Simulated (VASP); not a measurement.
## Mn: relaxation of cell and atoms with PBE

The system is Mn.

```
Mn
1.0
     2.58380    0.00000    0.00000
    -1.29190    2.23764    0.00000
     0.00000    0.00000    4.22020
Mn
2
Direct
  0.33333 0.66667 0.75000
  0.66667 0.33333 0.25000
```

The cell was built by a generator and needn't be a form met in nature.

```
Program                : VASP 6.6.1
Task                   : relaxation of cell and atoms
Functional             : PBE
Potentials or basis    : VASP PAW PBE potentials, release 64 (Mn_pv)
Cutoff                 : 600 eV
k mesh                 : 8 × 8 × 6
Occupations            : gaussian, width 0.05 eV
Spin                   : collinear spin, typed start
Starting moments       : [3.5, 3.5] μB
Dipole correction      : no
Further INCAR settings : ALGO = Normal; EDIFF = 1e-06; IBRION = 2; EDIFFG = -0.03; NSW = 80; ISIF = 3
```

The relaxed volume is 10.70 Å³/atom and the relaxed cell is a = 2.477 Å, b = 2.477 Å, c = 4.026 Å, α = 90.00°, β = 90.00°, γ = 120.00°. The space group after relaxing (to 0.05 Å) is P6_3/mmc (No. 194) and the energy gained by relaxing is 146.5 meV/atom. The ionic steps are 7. The pressure after relaxing is -0.2 GPa. The band gap on the k mesh is none (metal or under the smearing width) and the net moment is 0.00 μB per cell. The valence electrons inside the program's atomic spheres are Mn 11.99.

Stress tensor (GPa, compression positive):
```
-0.10  0.00  0.00
 0.00 -0.10  0.00
 0.00  0.00 -0.38
```

The path:
| step | energy change (eV) | largest force (eV/Å) | pressure (GPa) | volume (Å³) |
| --- | --- | --- | --- | --- |
| 1 | 0.0000 | 0.0000 | -27.51 | 24.40 |
| 2 | 0.4784 | 0.0000 | 80.21 | 17.72 |
| 3 | -0.2921 | 0.0000 | -1.77 | 21.52 |
| 4 | -0.2928 | 0.0000 | -0.42 | 21.42 |
| 5 | -0.2928 | 0.0000 | 0.34 | 21.36 |
| 6 | -0.2929 | 0.0000 | -0.51 | 21.42 |
| 7 | -0.2929 | 0.0000 | -0.20 | 21.40 |

Final structure:
```
CELL_PARAMETERS angstrom
2.47729 0.00000 0.00000
-1.23864 2.14539 0.00000
0.00000 0.00000 4.02608
ATOMIC_POSITIONS crystal
Mn 0.33333 0.66667 0.75000
Mn 0.66667 0.33333 0.25000
```

Levels at points of the mesh, in eV from the Fermi level:
Spin up:
| k point | band 9 | band 10 | band 11 | band 12 | band 13 | band 14 | band 15 | band 16 | band 17 | band 18 |
| --- | --- | --- | --- | --- | --- | --- | --- | --- | --- | --- |
| (0.00, 0.00, 0.00) | -1.01 | -0.95 | -0.95 | -0.48 | -0.48 | 0.07 | 0.07 | 0.69 | 1.61 | 1.61 |
| (0.50, 0.00, 0.00) | -3.70 | -1.33 | -1.14 | -0.96 | -0.44 | 1.84 | 1.96 | 2.05 | 3.60 | 5.72 |
| (0.00, 0.00, 0.50) | -1.56 | -1.56 | -1.03 | -1.03 | -1.03 | -1.03 | 1.19 | 1.19 | 1.19 | 1.19 |
| (0.50, 0.00, 0.50) | -2.66 | -2.66 | 0.19 | 0.19 | 0.86 | 0.86 | 1.96 | 1.96 | 3.19 | 3.19 |
Spin down:
```
           k point  band 10  band 11  band 12  band 13  band 14  band 15  band 16  band 17
(0.00, 0.00, 0.00)    -0.95    -0.95    -0.48    -0.48     0.07     0.07     0.69     1.61
(0.50, 0.00, 0.00)    -1.33    -1.14    -0.96    -0.44     1.84     1.96     2.05     3.60
(0.00, 0.00, 0.50)    -1.56    -1.03    -1.03    -1.03    -1.03     1.19     1.19     1.19
(0.50, 0.00, 0.50)    -2.66     0.19     0.19     0.86     0.86     1.96     1.96     3.19
```

Wall time 2.2 min on 1 thread of Intel(R) Xeon(R) Platinum 8488C (Sapphire Rapids), with other jobs on the host, peak memory 0.19 GiB.

Caveat: the starting moments collapsed, and a magnetic state may lie lower.
